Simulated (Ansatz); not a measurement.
Migration: a Si vacancy in diamond Si, 63 atoms, charge +1

Method: DFT, PBEsol, PAW, plane waves (Ansatz 0.2.0).

Command:

```sh
ansatz run in.yaml --threads 8 --pin off --max-ram 118750MiB --runs-dir r --events-out ev --progress --plain --backend cuda --devices 0, --max-vram 170GiB
```

The input less its lattice and atoms (starting moments on atoms near the defect: 1 μB in all):

```yaml
crystal:
  symmetry: { detect: false }
kpoints:
  mp_grid: { grid: [1, 1, 1], shift: [0.25, 0.25, 0.25] }
hamiltonian:
  xc: pbesol
total_charge: 1
magnetization:
  spin_polarized: true
scf:
  occupations: { method: fermi_dirac, width: 0.01 }
neb:
  images: 5
  f_tol: 0.06
  max_iterations: 90
  relax_end_points: true
```

First end, relaxed:

```xyz
63
Lattice="10.8656 0.0000 0.0000 0.0000 10.8656 0.0000 0.0000 0.0000 10.8656" Properties=species:S:1:pos:R:3 pbc="T T T"
Si   10.8649    0.0002   10.8637
Si   10.8614   10.8626    5.4452
Si   10.8614    5.4472   10.8608
Si    0.0006    5.4313    5.4294
Si    5.4463   10.8627   10.8610
Si    5.4303    0.0017    5.4293
Si    5.4305    5.4315   10.8654
Si    1.3547    1.3559    1.3539
Si    1.3664    1.3673    6.7907
Si    1.3664    6.7928    1.3654
Si    1.3495    6.7947    6.7927
Si    6.7916    1.3679    1.3659
Si    6.7940    1.3501    6.7931
Si    6.7940    6.7949    1.3482
Si    6.7370    6.7376    6.7353
Si    2.7173    2.7182   10.8607
Si    2.7307    2.7317    5.4191
Si    2.7174    8.1437   10.8628
Si    2.7565    8.1131    5.4541
Si    8.1427    2.7185   10.8632
Si    8.1113    2.7578    5.4540
Si    8.1510    8.1520   10.8566
Si    8.1224    8.1234    5.4387
Si    4.0734    4.0744    1.3524
Si    4.1189    4.1188    6.7033
Si    4.0645    9.4924    1.3691
Si    4.0875    9.5077    6.7953
Si    9.4907    4.0659    1.3697
Si    9.5066    4.0883    6.7955
Si    9.5066    9.5079    1.3560
Si    9.4965    9.4973    6.7905
Si    2.7172   10.8626    2.7163
Si    2.7174   10.8650    8.1416
Si    2.7308    5.4214    2.7298
Si    2.7566    5.4560    8.1111
Si    8.1427   10.8651    2.7163
Si    8.1511   10.8587    8.1499
Si    8.1113    5.4560    2.7558
Si    8.1226    5.4412    8.1211
Si    4.0735    1.3545    4.0723
Si    4.0645    1.3709    9.4904
Si    4.1193    6.7050    4.1172
Si    4.0877    6.7975    9.5055
Si    9.4909    1.3716    4.0638
Si    9.5068    1.3581    9.5058
Si    9.5067    6.7974    4.0861
Si    9.4965    6.7925    9.4954
Si   10.8615    2.7184    2.7163
Si   10.8640    2.7184    8.1417
Si   10.8639    8.1437    2.7162
Si   10.8579    8.1517    8.1497
Si    5.4205    2.7326    2.7306
Si    5.4553    2.7568    8.1117
Si    5.4552    8.1135    2.7547
Si    5.4403    8.1231    8.1211
Si    1.3535    4.0748    4.0726
Si    1.3702    4.0654    9.4903
Si    1.3703    9.4924    4.0635
Si    1.3571    9.5076    9.5056
Si    6.7008    4.1228    4.1208
Si    6.7965    4.0884    9.5057
Si    6.7966    9.5077    4.0862
Si    6.7916    9.4975    9.4956
```

The last end differs by the jump below and was relaxed too.

Atom 60 (Si) jumps. The converged band:

```
image  path length (Å)  energy (eV)  x of the mover (Å)  y (Å)  z (Å)
    0             0.00        0.000               6.701  4.123  4.121
    1             0.43        0.055               6.522  4.325  4.323
    2             0.85        0.204               6.344  4.543  4.542
    3             1.28        0.275               6.110  4.754  4.752
    4             1.71        0.201               5.874  4.967  4.965
    5             2.14        0.051               5.695  5.188  5.186
    6             2.57        0.000               5.514  5.392  5.390
```

Highest image (3):

```
Si
1.0
    10.86558    0.00000    0.00000
     0.00000   10.86558    0.00000
     0.00000    0.00000   10.86558
Si
63
Direct
  0.99991 0.00031 0.00013
  0.99789 0.00184 0.50024
  0.99789 0.50042 0.00166
  0.99994 0.50038 0.50020
  0.50258 0.00308 0.00289
  0.49918 0.00047 0.49925
  0.49918 0.49943 0.00028
  0.12321 0.12578 0.12560
  0.12529 0.12348 0.62598
  0.12529 0.62616 0.12330
  0.12777 0.62373 0.62355
  0.61929 0.13539 0.13522
  0.62439 0.12588 0.62405
  0.62439 0.62424 0.12571
  0.62225 0.60391 0.60372
  0.25015 0.24974 0.00031
  0.25004 0.24876 0.49972
  0.25216 0.74895 0.99673
  0.25863 0.74129 0.49710
  0.74687 0.25172 0.00409
  0.73639 0.26706 0.50123
  0.75100 0.75105 0.00009
  0.74907 0.74839 0.50194
  0.37584 0.37280 0.12636
  0.38857 0.37351 0.60770
  0.37392 0.87467 0.12369
  0.37804 0.87068 0.62303
  0.86630 0.37765 0.13346
  0.87488 0.37505 0.62600
  0.87276 0.87803 0.12581
  0.87477 0.87443 0.62501
  0.25015 0.00050 0.24956
  0.25216 0.99691 0.74877
  0.25004 0.49990 0.24857
  0.25863 0.49729 0.74110
  0.74687 0.00427 0.25154
  0.75100 0.00028 0.75087
  0.73639 0.50141 0.26688
  0.74907 0.50213 0.74821
  0.37584 0.12655 0.37263
  0.37392 0.12388 0.87449
  0.38857 0.60788 0.37333
  0.37804 0.62322 0.87049
  0.86630 0.13364 0.37747
  0.87276 0.12599 0.87785
  0.87488 0.62619 0.37486
  0.87477 0.62519 0.87425
  0.99716 0.25121 0.25102
  0.99963 0.24878 0.75127
  0.99963 0.75146 0.24859
  0.00170 0.74915 0.74897
  0.50266 0.27109 0.27090
  0.50053 0.25068 0.74888
  0.50053 0.74906 0.25050
  0.50562 0.73956 0.73938
  0.12499 0.37456 0.37437
  0.12704 0.37450 0.87289
  0.12704 0.87308 0.37432
  0.12500 0.87462 0.87444
  0.56233 0.43750 0.43732
  0.62573 0.37550 0.87429
  0.62573 0.87448 0.37531
  0.62234 0.87186 0.87168
```

Problem. What are the barriers forward and back?

Solution. 0.275 eV forward and 0.275 eV back, at the single k point (¼, ¼, ¼) without its symmetry partners and without charge corrections. The one k point singles out an axis, so the ends can be distorted along it and jumps that symmetry makes equal can differ. A level is partly filled at the highest image, and the barrier includes the smearing. The highest image climbed; that it is a first-order saddle isn't proved.

Time: 27 s of wall time on one NVIDIA GB200 with 8 processor threads, on a host shared with other runs; peak host memory 3.1 GiB.
